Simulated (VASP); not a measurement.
CsPbCl3, 5 atoms in the cell. Symmetry: Pm-3m, No. 221, cubic system. Conventional cell: a = 5.605 Å, b = 5.605 Å, c = 5.605 Å, α = 90.00°, β = 90.00°, γ = 90.00°. Pb (site symmetry m-3m) is surrounded by 6 Cl at 2.80 Å. Around Cs (site symmetry m-3m) lie 12 Cl at 3.96 Å. Cl (site symmetry 4/mmm) has 2 Pb at 2.80 Å as nearest neighbours. 

- Program: VASP 6.6.1
- Task: single point
- Functional: PBEsol
- Potentials or basis: VASP PAW PBE potentials, release 64 (Pb_d, Cs_sv, Cl)
- Cutoff: 520 eV
- k mesh: 5 × 5 × 5
- Occupations: fermi-dirac, width 0.05 eV
- Spin: no spin polarisation
- Ladder: free
- Further INCAR settings: ALGO = Normal; EDIFF = 1e-07; NBANDS = 30

Potentials or basis: VASP PAW PBE potentials, release 64 (Pb_d, Cs_sv, Cl).

Launch:

```console
$ cat potpaw_PBE.64/Pb_d/POTCAR potpaw_PBE.64/Cs_sv/POTCAR potpaw_PBE.64/Cl/POTCAR > POTCAR
$ mpirun -np 2 vasp_std > vasp.out
```

Hardware: 2 MPI ranks on Intel(R) Xeon(R) Platinum 8559C (Emerald Rapids) (shared host).

**Question.** Estimate the wall time of this run.

**Answer.** It took 18 s on 2 MPI ranks on Intel(R) Xeon(R) Platinum 8559C (Emerald Rapids), with other jobs on the host, peak memory 0.26 GiB a rank. Counts: scf iterations 14, k points 10.
